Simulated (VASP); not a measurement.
Runs of VASP 6.6.1 on Cu3Au (Auricupride). Symmetry: Pm-3m, No. 221, cubic system. Conventional cell: a = 3.740 Å, b = 3.740 Å, c = 3.740 Å, α = 90.00°, β = 90.00°, γ = 90.00°. Au (site symmetry m-3m) is surrounded by 12 Cu at 2.64 Å. Cu (site symmetry 4/mmm) has 4 Au at 2.64 Å and 8 Cu at 2.64 Å as nearest neighbours. 

```tsv
task	level	cell	cutoff (eV)	smearing	gap on the mesh (eV)	pressure (GPa)	relaxed volume (Å³/atom)
relaxation of cell and atoms	RPBE+D3	relaxed	600	fermi-dirac 0.05 eV	none	0.1	(a)
relaxation of cell and atoms	revPBE+D4	relaxed	600	fermi-dirac 0.05 eV	none	0.0	12.85
relaxation of cell and atoms	revPBE+D3(BJ)	relaxed	600	fermi-dirac 0.05 eV	none	0.0	12.57
relaxation of cell and atoms	RPBE+D3(BJ)	relaxed	600	fermi-dirac 0.05 eV	none	0.0	11.18
relaxation of cell and atoms	RPBE+D4	relaxed	600	fermi-dirac 0.05 eV	none	-0.1	12.86
relaxation of cell and atoms	revPBE+D3	relaxed	600	fermi-dirac 0.05 eV	none	-0.1	12.93
relaxation of cell and atoms	PBEsol+rVV10	relaxed	600	fermi-dirac 0.05 eV	none	0.0	12.75
relaxation of cell and atoms	PBEsol+D4	relaxed	600	fermi-dirac 0.05 eV	none	0.0	(c)
single point	PBE	as given	520	gaussian 0.026 eV	none	(b)	-
```

Alike in all rows: potentials or basis VASP PAW PBE potentials, release 64 (Au, Cu); no spin polarisation; k mesh 7 × 7 × 7.

Question: Estimate the missing entries.

Answer: (a) 13.46; (b) 5.2; (c) 12.55.

Caveats: the PAW data sets were made with another functional, which shifts forces and pressure a little (some runs); pairwise dispersion overbinds metals, which lowers pressure and volume (some runs); the volume moved by -15 % from the deposited cell, more than functionals usually miss (some runs).

A k mesh can miss the band edges, and the runs leave out spin-orbit coupling on Au.

A gap of «none» marks a metal or a gap under the smearing width.
